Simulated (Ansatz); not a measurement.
Runs of Ansatz 0.2.0 on AlAu. Symmetry: Pm-3m, No. 221, cubic system. Conventional cell: a = 3.224 Å, b = 3.224 Å, c = 3.224 Å, α = 90.00°, β = 90.00°, γ = 90.00°. Au (site symmetry m-3m) has 8 Al at 2.79 Å as nearest neighbours. Around Al (site symmetry m-3m) lie 8 Au at 2.79 Å. The cell comes from a database or a generator and needn't be the stable form of this composition.

| level | k mesh | cutoff (eV) | mesh quality | V0 of scaled cells (Å³/atom) | B0 (GPa) |
| --- | --- | --- | --- | --- | --- |
| PBE0 | 6 × 6 × 6 | 420 | not flagged | 16.32 | (b) |
| PBE0 | 4 × 4 × 4 | 420 | coarse | 16.00 | 151 |
| r2SCAN | 8 × 8 × 8 | 500 | not flagged | 16.07 | 135 |
| PBEsol | 8 × 8 × 8 | 420 | not flagged | 16.01 | (a) |
| HSE06 | 6 × 6 × 6 | 420 | not flagged | (c) | 131 |

Alike in all rows: task equation of state; potentials or basis Ansatz PAW; no spin polarisation; cell as given; smearing fermi-dirac 0.05 eV.

Question: Fill in the values left out.

Answer: (a) 132; (b) 134; (c) 16.28.

Caveats: some runs use coarse meshes; the PAW data sets come from PBE, with cores solved anew for the run's functional, which leaves a small shift of forces and pressure.

Not every run made on this cell is shown here.
